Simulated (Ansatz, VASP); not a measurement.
One calculation of PtS2, two programs

INCAR

```
ALGO     = Fast           # electronic algorithm
EDIFF    = 1E-6           # SCF threshold, eV
EDIFFG   = -0.005         # ionic threshold
ENCUT    = 600            # plane-wave cutoff, eV
GGA      = RE             # functional
IBRION   = 2              # ionic algorithm
ISIF     = 3              # what is computed and relaxed
ISMEAR   = -1             # smearing method
LASPH    = True           # aspherical terms in the spheres
LCHARG   = False          # write CHGCAR
LREAL    = False          # projectors in reciprocal space
LWAVE    = False          # write WAVECAR
NELM     = 60             # most SCF steps
NSW      = 60             # ionic steps
PREC     = Accurate       # precision mode
SIGMA    = 0.05           # smearing width, eV
```

File KPOINTS:

```
k-points
0
Gamma
  9 9 5
```

POSCAR

```
PtS2
1.0
    3.5432000000      0.0000000000      0.0000000000
   -1.7716000000      3.0685012107      0.0000000000
    0.0000000000      0.0000000000      5.0388000000
Pt S
1 2
Direct
    0.0000000000      0.0000000000      0.0000000000
    0.6666666667      0.3333333333      0.7730000000
    0.3333333333      0.6666666667      0.2270000000
```

File input.yaml:

```yaml
crystal:
  lattice:
    - [3.5432, 0.0, 0.0]
    - [-1.7716, 3.0685012107, 0.0]
    - [0.0, 0.0, 5.0388]
  atoms:
    - { symbol: Pt, position: [0.0, 0.0, 0.0] }
    - { symbol: S, position: [0.6666666667, 0.3333333333, 0.773] }
    - { symbol: S, position: [0.3333333333, 0.6666666667, 0.227] }
hamiltonian:
  xc: revpbe
  pseudopotentials: { kind: paw }
kpoints:
  mp_grid: { grid: [9, 9, 5] }
scf:
  occupations: { method: fermi_dirac, width: 0.05 }
output:
  forces: true
  stress: true
relax:
  f_tol: 0.01
  max_steps: 40
  cell: { stress_tol: 0.05 }
```

Alike in both runs: task relaxation of cell and atoms; functional revPBE; k mesh 9 × 9 × 5; occupations fermi-dirac, width 0.05 eV; no spin polarisation.

|  | VASP | Ansatz |
| --- | --- | --- |
| version | VASP 6.6.1 | Ansatz 0.2.0 |
| potentials or method | VASP PAW PBE potentials, release 64 (Pt, S) | Ansatz PAW |
| plane-wave cutoff (eV) | 600 | 420 |
| valence electrons in the cell | 22 | 30 |

Ansatz gave:

| Quantity | Value |
| --- | --- |
| relaxed volume (Å³/atom) | 29.45 |
| relaxed cell length with the largest relative difference (Å) | 7.893 |
| energy change over the relaxation (meV/atom) | -119 |

Task: Estimate VASP's values.

Result: Relaxed volume (Å³/atom): 26.18; relaxed cell length with the largest relative difference (Å): 7.032; energy change over the relaxation (meV/atom): -109.

One of these differences is far larger than is usual between the two programs; its cause wasn't traced. The two sets of potentials don't hold the same shells in valence.

Caveats: the volume moved by over 15 % at a fixed basis, so the end points are rough; spin-orbit coupling is left out, which moves the levels of the heavy elements; this functional lacks dispersion, which binds the layers, so the pressure and a relaxed spacing across them are unreliable, and here the layers came unbound; the PAW data sets were made with another functional, which shifts forces and pressure a little (VASP); an odd mesh through Γ misses points on the zone boundary, where band edges often lie (VASP); the volume moved by +43 % from the deposited cell, more than functionals usually miss (VASP); odd divisions of the mesh miss points on the zone boundary, where band edges often lie, so the gap on the mesh can be too wide (Ansatz). A hybrid or GW would open this gap; revPBE tends to underestimate it. Zero-point motion and thermal expansion aren't in these numbers.
